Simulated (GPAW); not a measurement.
Set up this calculation in GPAW 26.7.0, as an ASE script.

- Task: optical spectrum
- Functional: PBE
- Potentials or basis: GPAW PAW data sets (gpaw-data 1.2.1)
- Cutoff: 450 eV
- Basis: pw
- k mesh: 9 × 9 × 9
- Occupations: fermi-dirac, width 0.05 eV
- Spin: no spin polarisation
- Eta: 0.1 eV
- Response ecut: 50 eV
- Scissors: 0 eV
- Kernel: RPA
- Maxiter: 150
- Response k mesh: 30 × 30 × 30
- Domega0: 0.05 eV
- Omega2: 10 eV
- Response bands: 17
- Directions: ["x"]
- Intraband: yes

The structure of W lies in W.xyz:

```xyz
1
Lattice="-1.5609593379 1.5609593379 1.5609593379 1.5609593379 -1.5609593379 1.5609593379 1.5609593379 1.5609593379 -1.5609593379" Properties=species:S:1:pos:R:3 pbc="T T T"
W      0.0000000000      0.0000000000      0.0000000000
```

One way to write it, as run:

run.py

```python
from ase.dft.bandgap import bandgap
from ase.io import read, write
from gpaw import GPAW, PW
from gpaw.response.df import DielectricFunction

atoms = read('W.xyz')

calc = GPAW(mode=PW(450),
            xc='PBE',
            kpts={'size': (9, 9, 9), 'gamma': True},
            occupations={'name': 'fermi-dirac', 'width': 0.05},
            nbands=16,
            convergence={'density': 1e-06},
            maxiter=150,
            txt='gpaw.txt')
atoms.calc = calc
energy = atoms.get_potential_energy()
calc.write('gs.gpw')
write('result.traj', atoms)
print(f'Energy: {energy:.6f} eV')
print('Fermi level:', round(calc.get_fermi_level(), 4), 'eV')
print(f'Gap: {bandgap(calc)[0]:.4f} eV, direct: {bandgap(calc, direct=True)[0]:.4f} eV')

dense = calc.fixed_density(kpts={'size': (30, 30, 30), 'gamma': True},
                           nbands=23, convergence={'bands': 17, 'eigenstates': 1e-7},
                           update_fermi_level=True, txt='dense.txt')
dense.write('dense.gpw', mode='all')

df = DielectricFunction('dense.gpw', frequencies={'type': 'nonlinear', 'domega0': 0.05, 'omega2': 10},
                        eta=0.1, ecut=50, nbands=17, rate='eta', txt='df.txt')
for direction in ['x']:
    df.get_dielectric_function(xc='RPA', direction=direction, filename=f'df_{direction}.csv')
```

Potentials or basis: GPAW PAW data sets (gpaw-data 1.2.1), pw.

Command:

```sh
$ OMP_NUM_THREADS=1 python run.py
```

Results of the run:

```yaml
Band_gap_on_the_k_mesh: none (metal or under the smearing width)
```

Caveat: the intraband term hangs on this k mesh; the long-wavelength limit can be off by several per cent where d states take part; independent-particle spectra lack excitons.

Wall time 99 s on 1 thread of Arm Neoverse V1 (shared host), peak memory 0.4 GiB.
